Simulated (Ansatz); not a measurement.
Theory: DFT PBEsol, scalar-relativistic, plane waves, PAW in Ansatz 0.2.0.

Plane waves to 420 eV, a k mesh through Γ of 8×8×8 on the computed 2-atom cell and Gaussian smearing (0.02 eV); no spin polarisation.

```
CELL_PARAMETERS angstrom
-0.13640 3.49665 3.49665
3.49665 -0.13640 3.49665
3.49665 3.49665 -0.13640
ATOMIC_POSITIONS crystal
Ba 0.02116 0.02116 0.02116
Te 0.47884 0.47884 0.47884
```

(1) Is this geometry at equilibrium? Which atom feels the largest force?

(2) Give all forces and the stress.

Answers

(1) It isn't. Atom 1 (Ba) feels (-0.42, -0.42, -0.42) eV/Å, 0.725 eV/Å in size, and symmetry-related atoms feel the same size.

(2)
| atom | Fx | Fy | Fz |
| --- | --- | --- | --- |
| Ba1 | -0.419 | -0.419 | -0.419 |
| Te2 | 0.419 | 0.419 | 0.419 |
Stress (GPa, compression positive):
```
-0.84 -0.10 -0.10
-0.10 -0.84 -0.10
-0.10 -0.10 -0.84
```